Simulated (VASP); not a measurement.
A run of VASP 6.6.1 is set up as follows.

INCAR

```
SYSTEM = As
PREC = Accurate
ENCUT = 520
EDIFF = 1E-7
ISMEAR = 0
SIGMA = 0.1
LREAL = .FALSE.
LASPH = .TRUE.
NELM = 100
ALGO = Normal
ISIF = 2
LWAVE = .FALSE.
LCHARG = .FALSE.
GGA = PS
```

File KPOINTS:

```
Automatic mesh
0
G
  15 15 15
  0 0 0
```

File POSCAR:

```
As
1.0
    1.8797500000      1.0852741700      3.4857666700
   -1.8797500000      1.0852741700      3.4857666700
    0.0000000000     -2.1705483400      3.4857666700
As
2
Direct
    0.2275400000      0.2275400000      0.2275400000
    0.7724600000      0.7724600000      0.7724600000
```

Potentials or basis: VASP PAW PBE potentials, release 64 (As).

Launch:

```console
$ cat potpaw_PBE.64/As/POTCAR > POTCAR
$ mpirun -np 1 vasp_std > vasp.out
```

Predict the largest force.

0.238 eV/Å.

What does it give for the pressure?

0.5 GPa.

Estimate the band gap on the k mesh.

none (metal or under the smearing width).

Stress tensor (GPa, compression positive):
```
 0.96  0.00  0.00
 0.00  0.96  0.00
 0.00  0.00 -0.29
```

Caveat: the PAW data sets were made with another functional, which shifts forces and pressure a little.
